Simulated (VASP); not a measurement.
SiC (Moissanite 3C) under changes of volume

One of the cells (10.553 Å³/atom); the others are scaled copies at fixed shape and fractional positions:

```
Si C
1.0
     0.00000    2.19343    2.19343
     2.19343    0.00000    2.19343
     2.19343    2.19343    0.00000
Si C
1 1
Cartesian
  0.0000 0.0000 0.0000
  3.2901 3.2901 3.2901
```

| Quantity | Value |
| --- | --- |
| Program | VASP 6.6.1 |
| Functional | PBEsol |
| Potentials or basis | VASP PAW PBE potentials, release 64 (Si, C) |
| Cutoff | 520 eV |
| k mesh | 10 × 10 × 10 |
| Occupations | fermi-dirac, width 0.05 eV |
| Spin | no spin polarisation |

| volume (Å³/atom) | energy over the lowest point (meV/atom) | pressure (GPa) | gap on the mesh (eV) |
| --- | --- | --- | --- |
| 9.725 | 26.82 | 15.6 | 1.17 |
| 9.932 | ? | ? | ? |
| 10.139 | 0.74 | 4.8 | 1.22 |
| 10.553 | 0.00 | -4.1 | 1.25 |
| 10.760 | 7.70 | -7.9 | 1.27 |
| 10.967 | 20.11 | -11.4 | 1.28 |

Task: What does the run at 9.932 Å³/atom give?

Result: Energy over the lowest point 10.29 meV/atom; pressure 10.0 GPa; gap on the mesh 1.20 eV.

Worked out: A Birch-Murnaghan fit of order 3 (a polynomial in V^(-2/3)) to the other rows has its minimum at 10.36 Å³/atom with B0 = V·E''(V) = 221 GPa and B' = 3.9. It gives 10.29 meV/atom at 9.932 Å³/atom, against the run's 10.29, and -dE/dV = 10.0 GPa, against 10.0. A straight line through the other rows of the gap, of slope 0.913 eV per unit of ln V, gives 1.19 eV, against the run's 1.20.

Energies are extrapolated to zero smearing.

Caveats: the PAW data sets were made with another functional, which shifts forces and pressure a little.

A mesh can miss the band edges.
